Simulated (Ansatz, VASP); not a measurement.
**GaN3 in VASP and in Ansatz**

INCAR

```
SYSTEM = GaN3
PREC = Accurate
ENCUT = 520
EDIFF = 1E-6
ISMEAR = 0
SIGMA = 0.1
LREAL = .FALSE.
LASPH = .TRUE.
NELM = 100
ALGO = Normal
ISIF = 2
LWAVE = .FALSE.
LCHARG = .FALSE.
GGA = PE
NBANDS = 22
```

The input KPOINTS:

```
Automatic mesh
0
G
  12 12 12
  0 0 0
```

The input POSCAR:

```
GaN3
1.0
    0.0000000000      2.9253496268      2.9253496268
    2.9253496268      0.0000000000      2.9253496268
    2.9253496268      2.9253496268      0.0000000000
Ga N
1 3
Direct
    0.0000000000      0.0000000000      0.0000000000
    0.2500000000      0.2500000000      0.2500000000
    0.7500000000      0.7500000000      0.7500000000
    0.5000000000      0.5000000000      0.5000000000
```

Input for Ansatz:

```yaml
crystal:
  lattice:
    - [0.0, 2.9253496268, 2.9253496268]
    - [2.9253496268, 0.0, 2.9253496268]
    - [2.9253496268, 2.9253496268, 0.0]
  atoms:
    - { symbol: Ga, position: [0.0, 0.0, 0.0] }
    - { symbol: "N", position: [0.25, 0.25, 0.25] }
    - { symbol: "N", position: [0.75, 0.75, 0.75] }
    - { symbol: "N", position: [0.5, 0.5, 0.5] }
basis:
  ecutwfc: 420
kpoints:
  mp_grid: { grid: [12, 12, 12] }
hamiltonian:
  xc: pbe
scf:
  occupations: { method: gaussian, width: 0.1 }
output:
  forces: true
  stress: true
  eigenvalues: true
```

Alike in both runs: task single point; functional PBE; k mesh 12 × 12 × 12; occupations gaussian, width 0.1 eV; no spin polarisation.

|  | VASP | Ansatz |
| --- | --- | --- |
| version | VASP 6.6.1 | Ansatz 0.2.0 |
| potentials or method | VASP PAW PBE potentials, release 64 (Ga_d, N) | scalar-relativistic, plane waves, PAW |
| plane-wave cutoff (eV) | 520 | 420 |
| valence electrons in the cell | 28 | 28 |

Ansatz gave:

| Quantity | Value |
| --- | --- |
| gap on the k mesh at the Fermi level (eV) | none |
| pressure (GPa) | -27.0 |

Q: Which values does VASP return?

A: gap on the k mesh at the Fermi level (eV): none; pressure (GPa): -26.9.

A gap of «none» marks a metal or a gap that the smearing closes.

Caveats: so large a pressure means that the cell lies far from this level's equilibrium, or that cutoff or potentials fall short (VASP).
